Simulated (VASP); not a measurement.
Write the native input for VASP 6.6.1 that does the following.

```
Task                   : work function
Functional             : LDA
Potentials or basis    : VASP PAW LDA potentials, release 64 (Pt)
Cutoff                 : 520 eV
k mesh                 : 18 × 18 × 1
Occupations            : methfessel-paxton, width 0.2 eV
Spin                   : no spin polarisation
Further INCAR settings : ALGO = Fast; EDIFF = 1e-07
```

The structure of Pt lies in POSCAR:

```
Pt                                      
1.0
    2.7541809127      0.0000000000      0.0000000000
    1.3770904564      2.3851906370      0.0000000000
    0.0000000000      0.0000000000     32.9902343879
  Pt            
     9
Direct
     0.3333333332999970    0.3333333332999970    0.2270754430299751
     0.6666666667000030    0.6666666667000030    0.2958065114916461
     0.0000000000000000    0.0000000000000000    0.3637487562344424
     0.3333333332999970    0.3333333332999970    0.4316809506325930
     0.6666666667000030    0.6666666667000030    0.5000000000000000
     1.0000000000000000    1.0000000000000000    0.5683190493674071
     0.3333333332999970    0.3333333332999970    0.6362512437655576
     0.6666666667000030    0.6666666667000030    0.7041934885083538
     0.0000000000000000    0.0000000000000000    0.7729245569700249
```

The cell was built by a generator and needn't be a form met in nature.

These files were run (other wordings do the same):

INCAR

```
ALGO = Fast
EDIFF = 1E-7
ENCUT = 520
GGA = CA
ISIF = 2
ISMEAR = 1
KPAR = 8
LASPH = T
LCHARG = T
LREAL = F
LVACPOTAV = T
LVHAR = T
LWAVE = F
NELM = 80
PREC = Accurate
SIGMA = 0.2
```

KPOINTS

```
k-points
0
Gamma
  18 18 1
```

Potentials or basis: VASP PAW LDA potentials, release 64 (Pt).

Run with:

```console
$ cat potpaw_LDA.64/Pt/POTCAR > POTCAR
$ mpirun -np 8 vasp_std > vasp.out
```

It gave:

The largest force is 0.016 eV/Å. The band gap on the k mesh is none (metal or under the smearing width).

Wall time 4.8 min on 8 MPI ranks on Intel(R) Xeon(R) Platinum 8488C (Sapphire Rapids) (shared host), peak memory 0.45 GiB a rank.
